If a solid swells by an eighth in volume, one might guess that its electronic splittings change by something like an eighth as well. In this layered form of carbon the splitting printed as "band gap on mesh" falls by half. Two figures are worth remembering: 0.1 Å more between the layers costs about a sixth of the splitting, and 0.4 Å more halves it.

Carbon, space group R-3m, 2 atoms per cell, with cell shape and atoms relaxed at each volume. Computed with Ansatz 0.2.0 using r2SCAN, plane waves and PAW, scalar-relativistic, without spin polarisation; cutoff 500 eV, Gaussian smearing 0.02 eV. Gaps are taken between the band edges on the Gamma-centred 18×18×18 k mesh; positive pressure means compression.

```
volume per atom (Å³/atom)  pressure (GPa)  band gap on mesh (eV)
                    8.639            1.99                  0.729
                    8.915            0.81                  0.619
                    9.190            0.02                  0.522
                    9.466           -0.51                  0.439
                    9.742           -0.81                  0.367
```

The guess fails for two reasons: the volume is not shared evenly among the bonds, and the coupling between layers fades exponentially with their distance. The crystal is graphite with its layers stacked in the order ABC, and the relaxed cells show that almost all of the added volume goes into the space between layers. From the smallest to the largest volume the spacing grows from 3.32 to 3.72 Å, while the layers themselves hardly stretch. This suggests reading the splitting as a measure of how strongly neighbouring layers feel each other, and the theory of the bands supports it.

It is not a true band gap. At the two smallest volumes both band edges are reported at K, the corner of the layer's Brillouin zone, and the smooth course of the values suggests the same for the others. Bulk ABC graphite is known to be a semimetal, whose bands touch slightly away from K. With a rough slope for the bands of a single layer, the touching points lie within about 0.06 Å⁻¹ of K, whereas neighbouring mesh points are 0.16 Å⁻¹ apart in the plane, so the mesh steps over them.

At K the contributions from hopping between an atom and its three nearest neighbours in the layer cancel. What then splits the bands is mainly the coupling of each atom to the one atom directly above or below it, and in the simplest model the splitting is twice this coupling. Half the printed value, about 0.26 eV in the middle row, is thus an estimate of the coupling itself.

The coupling arises where the electron waves of two layers overlap in the space between them. A wave that changes quickly along the layer must die away quickly outside it, because its positive and negative parts cancel at a distance. The Schrödinger equation gives the decay rate κ as

κ² = K² + 2m(U − E)/ħ²

Here K is the length of the wave vector at the zone corner, m the electron mass, U the potential energy between the layers and E the energy of the electron. Each wave decays over half the spacing, so the coupling, a product of two such tails, falls as exp(−κ × spacing).

Between layers this close, U may lie near E. That is an assumption, but a useful one, since κ then equals K and follows from the C–C bond length of 1.42 Å alone:

a = √3 × 1.42 Å = 2.46 Å
K = 4π/(3a) = 1.7 Å⁻¹

One computed value must still set the scale. Take the middle row, with volume V₀ = 9.190 Å³ per atom and a splitting of 0.522 eV. A layer offers 5.22 Å² to each pair of atoms, so a volume V per atom changes the spacing by 2(V − V₀)/5.22 Å².

For the row at 8.639 Å³ per atom the estimate runs:

change of spacing = 2 × (8.639 − 9.190)/5.22 = −0.21 Å
splitting = 0.522 eV × exp(1.7 × 0.21) ≈ 0.75 eV

The calculation gives 0.729 eV, so the estimate is about 3 % too high. Most of this miss comes from holding the layer area fixed: under compression the layers shrink a little sideways and do not approach each other quite as far as assumed.

The row at 9.742 Å³ per atom lies as far on the other side. Its layers move apart by 0.21 Å, the factor becomes 0.70, and the estimate of 0.364 eV agrees with the computed 0.367 eV to about 1 %. The two remaining rows are also met within 1 %; the middle row agrees by construction.

This success does not prove that U equals E. If the full barrier to vacuum is put in, roughly 4.6 eV, the rate rises to 2.0 Å⁻¹ and the outer rows are missed by 6 to 8 %, even with the true spacings. If that barrier is kept but K is left out, they are missed by 11 to 14 %. The numbers thus favour a rate close to K, while the picture of overlapping tails remains an argument from theory.

The same picture shows where the rule should weaken. The decay rate between successive rows creeps up from about 1.65 to 1.74 Å⁻¹ as the layers separate. A barrier that grows towards its vacuum value would be expected to act in this direction, though the rows alone do not show that it is the cause. The rule is tested only over the spacings of this scan. With the full barrier, an estimate 1 Å beyond the middle row would come out more than a quarter lower than the rule gives.

For a real crystal with this ABC stacking, enter the rule with the spacing and not with the pressure. The r2SCAN functional lacks the long-range attraction between layers, and its equilibrium spacing of 3.52 Å exceeds the measured one of roughly 3.4 Å. The pressure column therefore assigns too wide a spacing to an unloaded crystal.
